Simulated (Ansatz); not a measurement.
A relaxation computed with Ansatz, from input to last step.

```yaml
crystal:
  lattice:
    - [3.7681266721, 0.0, 0.0]
    - [-1.8840633361, 3.2632934227, 0.0]
    - [0.0, 0.0, 6.0300551973]
  atoms:
    - { symbol: Hf, position: [0.0, 0.0, 0.0] }
    - { symbol: S, position: [0.6666666667, 0.3333333333, 0.7622773347] }
    - { symbol: S, position: [0.3333333333, 0.6666666667, 0.2377226653] }
basis:
  ecutwfc: 420
kpoints:
  mp_grid: { grid: [12, 12, 6] }
hamiltonian:
  xc: pbe
  dispersion: d3bj
scf:
  occupations: { method: gaussian, width: 0.02 }
output:
  forces: true
  stress: true
  eigenvalues: true
relax:
  adjacent_minimum: "off"
  f_tol: 0.008
  max_steps: 40
```

```bash
ansatz run input.yaml --threads 1 --pin off --max-ram 2560MiB --backend cpu --events-out ev --progress --plain --runs-dir out
```

These are results of Ansatz 0.2.0, DFT PBE+D3(BJ), scalar-relativistic, plane waves, PAW, not measurements.

Of 5 frames 4 are shown, positions in Å and forces in eV/Å; the SCF threshold varies from step to step. The mark taken_back stands on steps that the optimiser undid.

```xyz
3
Lattice="3.7681 0.0000 0.0000 -1.8841 3.2633 0.0000 0.0000 0.0000 6.0301" Properties=species:S:1:pos:R:3:forces:R:3 pbc="T T T" step=1 free_energy_over_end_meV_per_atom=6.86
Hf    0.0000    0.0000    0.0000    0.0000    0.0000    0.0000
S     1.8841    1.0878    4.5966    0.0000    0.0000    0.4616
S     0.0000    2.1755    1.4335    0.0000    0.0000   -0.4616
3
Lattice="3.7681 0.0000 0.0000 -1.8841 3.2633 0.0000 0.0000 0.0000 6.0301" Properties=species:S:1:pos:R:3:forces:R:3 pbc="T T T" step=2 free_energy_over_end_meV_per_atom=17.11 taken_back
Hf    0.0000    0.0000    0.0000    0.0000    0.0000    0.0000
S     1.8841    1.0878    4.7102    0.0000    0.0000   -0.7465
S     0.0000    2.1755    1.3198    0.0000    0.0000    0.7465
3
Lattice="3.7681 0.0000 0.0000 -1.8841 3.2633 0.0000 0.0000 0.0000 6.0301" Properties=species:S:1:pos:R:3:forces:R:3 pbc="T T T" step=3 free_energy_over_end_meV_per_atom=0.04
Hf    0.0000    0.0000    0.0000    0.0000    0.0000    0.0000
S     1.8841    1.0878    4.6445    0.0000    0.0000   -0.0373
S     0.0000    2.1755    1.3856    0.0000    0.0000    0.0373
3
Lattice="3.7681 0.0000 0.0000 -1.8841 3.2633 0.0000 0.0000 0.0000 6.0301" Properties=species:S:1:pos:R:3:forces:R:3 pbc="T T T" step=5 free_energy_over_end_meV_per_atom=0.00
Hf    0.0000    0.0000    0.0000    0.0000    0.0000    0.0000
S     1.8841    1.0878    4.6410    0.0000    0.0000   -0.0010
S     0.0000    2.1755    1.3890    0.0000    0.0000    0.0010
```

It took 12 s on 1 thread of AMD EPYC 9R45 96-Core Processor (Zen 5), on a shared host, peak memory 0.5 GiB.

Spin–orbit coupling is left out, which can shift energies with elements as heavy as these.